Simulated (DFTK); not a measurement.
Runs of DFTK 0.8.2 on MgO. Symmetry: Fm-3m, No. 225, cubic system. The conventional cell has a = 4.194 Å, b = 4.194 Å, c = 4.194 Å, α = 90.00°, β = 90.00°, γ = 90.00°. Mg (site symmetry m-3m) has 6 O at 2.10 Å as nearest neighbours. O (site symmetry m-3m) has 6 Mg at 2.10 Å as nearest neighbours. The cell is a database's computed one.

| task | level | potentials or basis | k mesh | cutoff (eV) | SCF tolerance on the density | symmetries used | SCF solver | mesh quality | gap on the mesh (eV) | pressure (GPa) | V0 of scaled cells (Å³/atom) | B0 (GPa) |
| --- | --- | --- | --- | --- | --- | --- | --- | --- | --- | --- | --- | --- |
| band structure | PBEsol | SG15 1.2 (PBE) | 11 × 11 × 11 | 1225 | 1e-06 | - | - | not flagged | 4.74 | 3.5 | - | - |
| equation of state | LDA | dojo.nc.sr.lda.v0_4_1.standard.upf (LDA) | 7 × 7 × 7 | 1143 | 1e-06 | - | - | coarse | - | - | 9.00 | 172 |
| single point | HSE06 | SG15 1.2 (PBE) | 3 × 3 × 3 | 1225 | 1e-05 | no | - | coarse | 6.69 | - | - | - |
| equation of state | PBEsol | dojo.nc.sr.pbesol.v0_4_1.standard.upf (PBEsol) | 7 × 7 × 7 | 1143 | 1e-06 | - | - | coarse | - | - | 9.35 | 157 |
| band structure | BJ06 | in-house norm-conserving set (r2SCAN, scalar relativistic) | 9 × 9 × 9 | 1279 | 1e-06 | - | ScfAndersonSolver | not flagged | 5.91 | - | - | - |
| single point | HSE06 | SG15 1.2 (PBE) | 2 × 2 × 2 | 1225 | 1e-05 | no | - | coarse | 7.33 | - | - | - |
| band structure | LDA | SG15 1.2 (PBE) | 11 × 11 × 11 | 1225 | 1e-06 | - | - | not flagged | (b) | -3.5 | - | - |
| equation of state | r2SCAN | in-house norm-conserving set (r2SCAN, scalar relativistic) | 7 × 7 × 7 | 1279 | 1e-06 | - | - | coarse | - | - | (a) | 167 |
| equation of state | PBE | dojo.nc.sr.pbe.v0_4_1.standard.upf (PBE) | 11 × 11 × 11 | 1143 | 1e-06 | - | - | not flagged | - | - | 9.62 | (c) |
| band structure | BJ06 | SG15 1.2 (PBE) | 11 × 11 × 11 | 1225 | 1e-06 | - | - | not flagged | 5.76 | - | - | - |
| equation of state | PBEsol | dojo.nc.sr.pbesol.v0_4_1.standard.upf (PBEsol) | 11 × 11 × 11 | 1143 | 1e-06 | - | - | not flagged | - | - | 9.35 | 157 |
| band structure | r2SCAN | SG15 1.2 (PBE) | 11 × 11 × 11 | 1225 | 1e-06 | - | - | not flagged | 5.66 | 2.5 | - | - |

Alike in all rows: no spin polarisation; cell as given; smearing fermi-dirac 0.05 eV.

Estimate the missing entries.

(a) 9.29; (b) 4.57; (c) 149.

Caveats: some runs use coarse meshes; the potentials were made for another functional, which shifts forces and pressure (some runs); this program's HSE differs a little from the usual definition (some runs); the program leaves the constant c of mgga_x_tb09 at 1, so the potential is Becke-Johnson's (BJ06) and not Tran and Blaha's, with levels but no total energy (some runs); the program warned that the kinetic-energy density falls under its von Weizsäcker bound, which can give unphysical results (some runs).

